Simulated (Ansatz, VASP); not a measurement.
# Two plane-wave programs on GaAs

```
As Ga
1.0
     0.00000    2.82685    2.82685
     2.82685    0.00000    2.82685
     2.82685    2.82685    0.00000
As Ga
1 1
Cartesian
  4.2403 4.2403 4.2403
  0.0000 0.0000 0.0000
```

Alike in both runs: task single point; functional PBE; k mesh 8 × 8 × 8; occupations gaussian, width 0.025 eV; no spin polarisation.

|  | VASP | Ansatz |
| --- | --- | --- |
| version | VASP 6.6.1 | Ansatz 0.2.0 |
| potentials or method | VASP PAW PBE potentials, release 64 (As, Ga_d) | Ansatz PAW |
| plane-wave cutoff (eV) | 520 | 420 |
| valence electrons in the cell | 18 | 28 |

|  | VASP | Ansatz | Ansatz less VASP |
| --- | --- | --- | --- |
| gap on the k mesh at the Fermi level (eV) | 0.52 | 0.52 | -0.004 |
| least direct gap on the mesh (eV) | 0.52 | 0.52 | -0.004 |
| pressure (GPa) | 3.4 | 3.3 | -0.18 |

The two sets of potentials don't hold the same shells in valence.

A k mesh can miss the band edges. A hybrid or GW would open this gap; PBE tends to underestimate it.
